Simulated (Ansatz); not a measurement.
Ta: do energies and stresses tell the same story?

All numbers below come from DFT PBE, scalar-relativistic, plane waves, PAW (Ansatz 0.2.0).

Plane waves to 420 eV, a k mesh through Γ of 18×18×18 on the computed 1-atom cell and Gaussian smearing (0.10 eV); no spin polarisation.

Relaxed cell: Fm-3m, a = 4.223 Å, b = 4.223 Å, c = 4.223 Å, α = 90.00°, β = 90.00°, γ = 90.00°, 1 atom in the primitive cell. This fcc form isn't the element's structure at ambient conditions.

Energies at zero smearing and pressures from the stress tensor, at volumes with shape and atoms relaxed:
```tsv
V (Å³/atom)	E − E(first) (meV/atom)	P (GPa)
16.569	0.00	30.64
17.134	-90.60	21.21
17.699	-150.45	13.11
18.263	-183.98	6.11
18.828	-194.59	0.00
19.393	-185.05	-5.33
19.958	-157.91	-9.95
20.711	-98.28	-15.18
```

**Question.** Check P = −dE/dV between neighbouring volumes, and get the bulk modulus from the pressures alone.

**Answer.** With 1 eV/Å³ = 160.2 GPa:
```json
{"middle V (Å³/atom)": "16.851", "−ΔE/ΔV (GPa)": "25.698", "mean P (GPa)": "25.923"}
{"middle V (Å³/atom)": "17.416", "−ΔE/ΔV (GPa)": "16.975", "mean P (GPa)": "17.163"}
{"middle V (Å³/atom)": "17.981", "−ΔE/ΔV (GPa)": "9.511", "mean P (GPa)": "9.610"}
{"middle V (Å³/atom)": "18.546", "−ΔE/ΔV (GPa)": "3.010", "mean P (GPa)": "3.052"}
{"middle V (Å³/atom)": "19.111", "−ΔE/ΔV (GPa)": "-2.704", "mean P (GPa)": "-2.664"}
{"middle V (Å³/atom)": "19.675", "−ΔE/ΔV (GPa)": "-7.699", "mean P (GPa)": "-7.640"}
{"middle V (Å³/atom)": "20.334", "−ΔE/ΔV (GPa)": "-12.685", "mean P (GPa)": "-12.567"}
```

The two differ by 0.22 GPa at most. The mean of two end pressures misses the average over a step by about ΔV² P″/12, up to 0.12 GPa here; with that taken off 0.11 GPa remains. The stress is the derivative of the free energy, not of the energy at zero smearing, and with free energies 0.01 GPa remains. Around V = 18.828 Å³/atom, the two neighbours give B = −V ΔP/ΔV = 18.828 × 11.43 / 1.130 = 190.5 GPa, against B0 = 189.6 GPa from the Birch–Murnaghan fit of the energies.

Spin–orbit coupling is left out, which can shift energies with elements as heavy as these.